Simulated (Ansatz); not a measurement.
# Pd: the cost of one run

Computed with Ansatz 0.2.0 (DFT PBE, scalar-relativistic, plane waves, PAW, unless a step's input says otherwise).

1 further run of the same task is left out (set aside as unsound or not needed).

## Step 1: The system as given

Symmetry: Fm-3m, No. 225, cubic system. The conventional cell has a = 3.890 Å, b = 3.890 Å, c = 3.890 Å, α = 90.00°, β = 90.00°, γ = 90.00°. Around Pd (site symmetry m-3m) lie 12 Pd at 2.75 Å.

As a file:

```cif
data_structure
_symmetry_space_group_name_H-M 'P 1'
_symmetry_Int_Tables_number 1
_cell_length_a 2.7505
_cell_length_b 2.7505
_cell_length_c 2.7505
_cell_angle_alpha 60.000
_cell_angle_beta 60.000
_cell_angle_gamma 60.000
_cell_volume 14.71
loop_
_atom_site_label
_atom_site_type_symbol
_atom_site_fract_x
_atom_site_fract_y
_atom_site_fract_z
_atom_site_occupancy
Pd1 Pd 0.00000 0.00000 0.00000 1
```

The structure comes from the Crystallography Open Database.

## Step 2: A change within the space group

Against the listed cell: strain xx, yy, zz, yz, xz, xy = +1.2, +1.2, +1.2, +0.0, +0.0, +0.0 %.

input.yaml

```yaml
crystal:
  lattice:
    - [0.0, 1.968725025, 1.968725025]
    - [1.968725025, 0.0, 1.968725025]
    - [1.968725025, 1.968725025, 0.0]
  atoms:
    - { symbol: Pd, position: [0.0, 0.0, 0.0] }
basis:
  ecutwfc: 420
kpoints:
  mp_grid: { grid: [18, 18, 18] }
hamiltonian:
  xc: pbe
scf:
  occupations: { method: gaussian, width: 0.1 }
output:
  forces: true
  stress: true
  eigenvalues: true
  populations: true
```

On the command line:

```
> ansatz run input.yaml --threads 1 --pin off --max-ram 1331MiB --backend cpu --events-out ev --progress --plain --runs-dir out
```

**Question.** How long does this run take on 1 thread of an x86-64 CPU, shared host, and how much memory does it need?

About 6.2 s, with a peak of 0.32 GiB.
